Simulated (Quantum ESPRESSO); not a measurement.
# PbS (Galena) (Fm-3m) in Quantum ESPRESSO: a series of runs, part 4 of 4

Quantum ESPRESSO 7.5.

## Step 5: Wannier functions, LDA

Contents of pw.in:

```
&CONTROL
  calculation = 'scf'
  prefix = 'pwscf'
  outdir = './tmp'
  pseudo_dir = './pseudo'
  tprnfor = .true.
  tstress = .true.
  disk_io = 'low'
/
&SYSTEM
  ibrav = 0
  nat = 2
  ntyp = 2
  ecutwfc = 56
  nbnd = 16
  occupations = 'smearing'
  smearing = 'fd'
  degauss = 0.00367493
/
&ELECTRONS
  conv_thr = 4d-10
  electron_maxstep = 120
  mixing_beta = 0.5
/
ATOMIC_SPECIES
Pb   207.2000 Pb.upf
S     32.0600 S.upf
CELL_PARAMETERS angstrom
   0.0000000000    2.9657500000    2.9657500000
   2.9657500000    0.0000000000    2.9657500000
   2.9657500000    2.9657500000    0.0000000000
ATOMIC_POSITIONS crystal
Pb     0.0000000000    0.0000000000    0.0000000000
S      0.5000000000    0.5000000000    0.5000000000
K_POINTS automatic
8 8 8 0 0 0
```

Contents of nscf.in:

```
&CONTROL
  calculation = 'nscf'
  prefix = 'pwscf'
  outdir = './tmp'
  pseudo_dir = './pseudo'
  disk_io = 'low'
/
&SYSTEM
  ibrav = 0
  nat = 2
  ntyp = 2
  ecutwfc = 56
  nbnd = 16
  occupations = 'smearing'
  smearing = 'fd'
  degauss = 0.00367493
  nosym = .true.
  noinv = .true.
/
&ELECTRONS
  conv_thr = 1d-09
  electron_maxstep = 120
  mixing_beta = 0.5
  diago_full_acc = .true.
/
ATOMIC_SPECIES
Pb   207.2000 Pb.upf
S     32.0600 S.upf
CELL_PARAMETERS angstrom
   0.0000000000    2.9657500000    2.9657500000
   2.9657500000    0.0000000000    2.9657500000
   2.9657500000    2.9657500000    0.0000000000
ATOMIC_POSITIONS crystal
Pb     0.0000000000    0.0000000000    0.0000000000
S      0.5000000000    0.5000000000    0.5000000000
K_POINTS crystal
125
  0.00000000   0.00000000   0.00000000 8.00000000e-03
  0.00000000   0.00000000   0.20000000 8.00000000e-03
  0.00000000   0.00000000   0.40000000 8.00000000e-03
  0.00000000   0.00000000   0.60000000 8.00000000e-03
  0.00000000   0.00000000   0.80000000 8.00000000e-03
  0.00000000   0.20000000   0.00000000 8.00000000e-03
[... 117 lines left out ...]
  0.80000000   0.80000000   0.60000000 8.00000000e-03
  0.80000000   0.80000000   0.80000000 8.00000000e-03
```

Contents of pw2wan.in:

```
&INPUTPP
  prefix = 'pwscf'
  outdir = './tmp'
  seedname = 'w'
  write_mmn = .true.
  write_amn = .true.
/
```

Contents of bands.in:

```
&CONTROL
  calculation = 'bands'
  prefix = 'pwscf'
  outdir = './tmp'
  pseudo_dir = './pseudo'
  disk_io = 'low'
/
&SYSTEM
  ibrav = 0
  nat = 2
  ntyp = 2
  ecutwfc = 56
  nbnd = 16
  occupations = 'smearing'
  smearing = 'fd'
  degauss = 0.00367493
/
&ELECTRONS
  conv_thr = 1d-08
  electron_maxstep = 120
  mixing_beta = 0.5
  diago_full_acc = .true.
/
ATOMIC_SPECIES
Pb   207.2000 Pb.upf
S     32.0600 S.upf
CELL_PARAMETERS angstrom
   0.0000000000    2.9657500000    2.9657500000
   2.9657500000    0.0000000000    2.9657500000
   2.9657500000    2.9657500000    0.0000000000
ATOMIC_POSITIONS crystal
Pb     0.0000000000    0.0000000000    0.0000000000
S      0.5000000000    0.5000000000    0.5000000000
K_POINTS crystal
77
  0.00000000   0.00000000   0.00000000 1
  0.04166700   0.00000000   0.04166700 1
  0.08333300   0.00000000   0.08333300 1
  0.12500000   0.00000000   0.12500000 1
  0.16666700   0.00000000   0.16666700 1
  0.20833300   0.00000000   0.20833300 1
[... 69 lines left out ...]
  0.53125000   0.06250000   0.53125000 1
  0.50000000   0.00000000   0.50000000 1
```

Contents of w.win:

```
num_wann = 8
num_bands = 16
guiding_centres = true
dis_froz_max = 4.11
dis_num_iter = 600
dis_mix_ratio = 0.5
dis_conv_tol = 1.0d-9
num_iter = 400
conv_tol = 1.0d-9
conv_window = 4
num_print_cycles = 40
fermi_energy = 8.4901
bands_plot = true
write_hr = true
mp_grid = 5 5 5
begin projections
Pb: s;p
S: s;p
end projections
begin unit_cell_cart
ang
  0.0000000000   2.9657500000   2.9657500000
  2.9657500000   0.0000000000   2.9657500000
  2.9657500000   2.9657500000   0.0000000000
end unit_cell_cart
begin atoms_frac
Pb   0.0000000000   0.0000000000   0.0000000000
S    0.5000000000   0.5000000000   0.5000000000
end atoms_frac
begin kpoint_path
G   0.0000000000   0.0000000000   0.0000000000  X   0.5000000000   0.0000000000   0.5000000000
X   0.5000000000   0.0000000000   0.5000000000  W   0.5000000000   0.2500000000   0.7500000000
W   0.5000000000   0.2500000000   0.7500000000  K   0.3750000000   0.3750000000   0.7500000000
K   0.3750000000   0.3750000000   0.7500000000  G   0.0000000000   0.0000000000   0.0000000000
G   0.0000000000   0.0000000000   0.0000000000  L   0.5000000000   0.5000000000   0.5000000000
L   0.5000000000   0.5000000000   0.5000000000  U   0.6250000000   0.2500000000   0.6250000000
U   0.6250000000   0.2500000000   0.6250000000  W   0.5000000000   0.2500000000   0.7500000000
W   0.5000000000   0.2500000000   0.7500000000  L   0.5000000000   0.5000000000   0.5000000000
L   0.5000000000   0.5000000000   0.5000000000  K   0.3750000000   0.3750000000   0.7500000000
U   0.6250000000   0.2500000000   0.6250000000  X   0.5000000000   0.0000000000   0.5000000000
end kpoint_path
bands_num_points = 12
begin kpoints
  0.00000000   0.00000000   0.00000000
  0.00000000   0.00000000   0.20000000
  0.00000000   0.00000000   0.40000000
  0.00000000   0.00000000   0.60000000
  0.00000000   0.00000000   0.80000000
  0.00000000   0.20000000   0.00000000
[... 117 lines left out ...]
  0.80000000   0.80000000   0.60000000
  0.80000000   0.80000000   0.80000000
end kpoints
```

Potentials or basis: PseudoDojo 0.4.1 SR LDA standard.

Launch:

```sh
> OMP_NUM_THREADS=1 pw.x -in pw.in > pw.out
> OMP_NUM_THREADS=1 pw.x -in nscf.in > nscf.out
> wannier90.x -pp w
> OMP_NUM_THREADS=1 pw2wannier90.x -in pw2wan.in > pw2wan.out
> wannier90.x w
> OMP_NUM_THREADS=1 pw.x -in bands.in > bands.out
```

pw.out:

```text
This program is part of the open-source Quantum ESPRESSO suite
     for quantum simulation of materials; please cite
[... 9 lines left out ...]
     --------------------
     sticks:   dense  smooth     PW     G-vecs:    dense   smooth      PW
     Sum         955     955    295                19891    19891    3287

     Using Slab Decomposition

     bravais-lattice index     =            0
     lattice parameter (alat)  =       7.9259  a.u.
     unit-cell volume          =     352.0710 (a.u.)^3
     number of atoms/cell      =            2
     number of atomic types    =            2
     number of electrons       =        20.00
     number of Kohn-Sham states=           16
     kinetic-energy cutoff     =      56.0000  Ry
     charge density cutoff     =     224.0000  Ry
     scf convergence threshold =      4.0E-10
     mixing beta               =       0.5000
     number of iterations used =            8  plain     mixing
     Exchange-correlation= SLA  PW   NOGX NOGC
                           (   1   4   0   0   0   0   0)

     celldm(1)=   7.925897  celldm(2)=   0.000000  celldm(3)=   0.000000
     celldm(4)=   0.000000  celldm(5)=   0.000000  celldm(6)=   0.000000

     crystal axes: (cart. coord. in units of alat)
               a(1) = (   0.000000   0.707107   0.707107 )
               a(2) = (   0.707107   0.000000   0.707107 )
               a(3) = (   0.707107   0.707107   0.000000 )

[... 93 lines left out ...]
     estimated scf accuracy    <       0.11213859 Ry
[... 57 lines left out ...]
     iteration # 10     ecut=    56.00 Ry     beta= 0.50
     Davidson diagonalization with overlap
     ethr =  8.14E-12,  avg # of iterations =  2.0

     End of self-consistent calculation

          k = 0.0000 0.0000 0.0000 (  2445 PWs)   bands (ev):

    -8.3175  -8.3175  -8.3175  -8.3078  -8.3078  -5.1846   2.2521   6.2540
     6.2540   6.2540  13.4580  13.4580  13.4580  15.0339  15.0339  15.0339
[... 93 lines left out ...]
    -8.4251  -8.3211  -8.3004  -8.2723  -8.2628  -3.4584   0.2805   3.5764
     5.4565   5.8742  11.6246  12.4127  13.3558  14.4985  18.6090  19.1981

          k =-0.7071 0.0000 0.0000 (  2498 PWs)   bands (ev):

    -8.4663  -8.3442  -8.2811  -8.2543  -8.2543  -3.4562   1.0520   3.1510
     4.9485   4.9485  12.1394  13.8679  13.9533  13.9533  19.4471  20.4993

          k = 0.3536 0.1768 0.0000 (  2495 PWs)   bands (ev):
[... 26 lines left out ...]
    -8.3974  -8.3152  -8.2999  -8.2936  -8.2648  -3.5682   0.0639   4.1378
     4.9834   7.3567  10.1516  12.2304  12.8444  16.4472  16.5106  19.2808

          k =-0.7071 0.1768-0.0000 (  2496 PWs)   bands (ev):

    -8.4455  -8.3317  -8.2917  -8.2682  -8.2543  -3.4329   0.6392   3.3653
     4.6170   5.9842  12.2667  12.3902  13.5909  14.6382  18.8044  19.9793

          k =-0.7071 0.3536 0.0000 (  2488 PWs)   bands (ev):

    -8.4207  -8.3062  -8.3006  -8.3006  -8.2543  -3.4078   0.3113   3.9363
     3.9363   7.3880  10.4387  12.9726  12.9726  16.4431  16.4431  20.2924

     the Fermi energy is     8.4901 ev

!    total energy              =    -162.71656013 Ry
     estimated scf accuracy    <          2.7E-11 Ry
     smearing contrib. (-TS)   =      -0.00003267 Ry
     internal energy E=F+TS    =    -162.71652746 Ry

     The total energy is F=E-TS. E is the sum of the following terms:
     one-electron contribution =     -36.07632745 Ry
     hartree contribution      =      30.38296262 Ry
     xc contribution           =     -45.79351854 Ry
     ewald contribution        =    -111.22964409 Ry

     convergence has been achieved in  10 iterations

     Forces acting on atoms (cartesian axes, Ry/au):

     atom    1 type  1   force =    -0.00000000    0.00000000   -0.00000000
     atom    2 type  2   force =     0.00000000    0.00000000    0.00000000

     Total force =     0.000000     Total SCF correction =     0.000000

     Computing stress (Cartesian axis) and pressure

          total   stress  (Ry/bohr**3)                   (kbar)     P=      -26.00
  -0.00017674  -0.00000000  -0.00000000          -26.00       -0.00       -0.00
  -0.00000000  -0.00017674  -0.00000000           -0.00      -26.00       -0.00
  -0.00000000  -0.00000000  -0.00017674           -0.00       -0.00      -26.00

=------------------------------------------------------------------------------=
   JOB DONE.
=------------------------------------------------------------------------------=
```

nscf.out:

```text
This program is part of the open-source Quantum ESPRESSO suite
     for quantum simulation of materials; please cite
         "P. Giannozzi et al., J. Phys.:Condens. Matter 21 395502 (2009);
         "P. Giannozzi et al., J. Phys.:Condens. Matter 29 465901 (2017);
         "P. Giannozzi et al., J. Chem. Phys. 152 154105 (2020);
     in publications or presentations arising from this work. More details at

[... 86 lines left out ...]

     Number of k-points >= 100: set verbosity='high' to print the bands.

     the Fermi energy is     8.5674 ev
     (compare with:     8.4901 eV, computed in scf)

=------------------------------------------------------------------------------=
   JOB DONE.
=------------------------------------------------------------------------------=
```

Run time: 3.2 min. Hardware: 1 thread of Arm Neoverse V1, shared host; peak memory 0.11 GiB.

The run converged, but a check on its numbers failed (symmetry, net force, bounds or a known fault of this set-up), so they aren't taken as properties of the crystal.

Caveat: the set of functions is too small for the bands in its window; the minimisation ended in a false minimum; the Wannier minimisation didn't converge.

## Step 6: The runs side by side

```tsv
task	level	potentials or basis	k mesh	cutoff (eV)	form of the LDA correlation	q mesh	pressure (GPa)
phonons	PBE	JTH 2.0 PBE	8 × 8 × 8, shifted	490	-	-	-
phonons	RPBE	PseudoDojo 0.4.1 SR PBE standard	8 × 8 × 8, shifted	762	-	-	0.0
phonon dispersion	LDA	PseudoDojo 0.4.1 SR LDA standard	6 × 6 × 6, shifted	762	PW92	2 × 2 × 2	0.0
```

Alike in all rows: no spin polarisation; cell relaxed; smearing fermi-dirac 0.05 eV.

Caveats: the cutoff is low for these files, which shifts pressure and relaxed volume (some runs); the potentials were made for another functional, which shifts forces and pressure (some runs).

Absolute energies hang on the potentials; compare differences alone.

## Step 7: How close it comes

Step 2. Measured high-frequency dielectric constant of PbS: 17.2 (300 K; a printed reference work, monograph). This calculation gives 15.95 (-7.3 %).

Step 3. A measured high-frequency dielectric constant of PbS is 17.2 (300 K; a printed reference work, monograph); the calculated 13.98 misses it by -18.7 %.

Step 4. Against the measured high-frequency dielectric constant of PbS, 17.2 (300 K; a printed reference work, monograph), the calculated 18.62 is off by +8.3 %.
